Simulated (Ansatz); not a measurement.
Space group P-6m2 (No. 187). a = 3.235 Å, b = 3.235 Å, c = 3.182 Å, α = 90.00°, β = 90.00°, γ = 120.00°
```tsv
atom	site	symmetry	x	y	z
Mo	1a	-6m2	0.0000	0.0000	0.0000
P	1d	-6m2	0.3333	0.6667	0.5000
```

Equation of state of this MoP structure (not necessarily the ground state), with shape and atoms relaxed at each volume where symmetry leaves them free. It has no gap at any of these volumes. Method: DFT r2SCAN, scalar-relativistic, plane waves, PAW in Ansatz.

Plane waves to 500 eV, a k mesh through Γ of 18×18×14 on the computed 2-atom cell and Gaussian smearing (0.10 eV); no spin polarisation.

```
V (Å³/atom) E − E(largest V) (meV/atom) P (GPa)
     13.552                         7.72    15.94
     13.985                       -23.34     7.34
     14.417                       -32.94     0.01
     14.850                       -24.26    -6.24
     15.282                         0.00   -11.55
```

Q: Fit a third-order Birch–Murnaghan equation to E(V).

A: V0 = 14.42 Å³/atom, B0 = 225 GPa, B0' = 4.3.

Cost: 5 runs of about 8 core-minutes in all, on Intel Xeon Platinum 8259CL (Skylake/Cascade Lake) (shared hosts).